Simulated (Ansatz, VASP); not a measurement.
One calculation of Sb, 3 ways

The starting cell:

```
CELL_PARAMETERS angstrom
2.15420 1.24373 3.75800
-2.15420 1.24373 3.75800
0.00000 -2.48746 3.75800
ATOMIC_POSITIONS crystal
Sb 0.76651 0.76651 0.76651
Sb 0.23349 0.23349 0.23349
```

Alike in all runs: task relaxation of cell and atoms; functional PBEsol; k mesh 8 × 8 × 8; occupations fermi-dirac, width 0.05 eV; no spin polarisation; no spin-orbit coupling.

```
                        program and potentials  plane-wave cutoff (eV)                                                                                          notes  equilibrium volume (Å³/atom)
                            Ansatz, Ansatz PAW                     420  potentials made for PBE, which Ansatz adapts in part; 15 valence electrons an atom on average                         29.86
Ansatz, all-electron LAPW, scalar-relativistic                       -                                                                                              -                         29.87
                VASP, PBE PAW files Sb, 600 eV                     600                                potentials made for PBE; 5 valence electrons an atom on average                         29.89
```

The equilibrium volume spans 29.86 (Ansatz, Ansatz PAW) to 29.89 Å³/atom (VASP, PBE PAW files Sb, 600 eV), with all-electron results at 29.87. Relaxations stop with a little pressure left, so the last digit of a volume isn't settled.

Differences between rows come from potentials, basis sets and numerical settings, since the functional is the same but for its coding. Runs on potential files found faulty are left out.
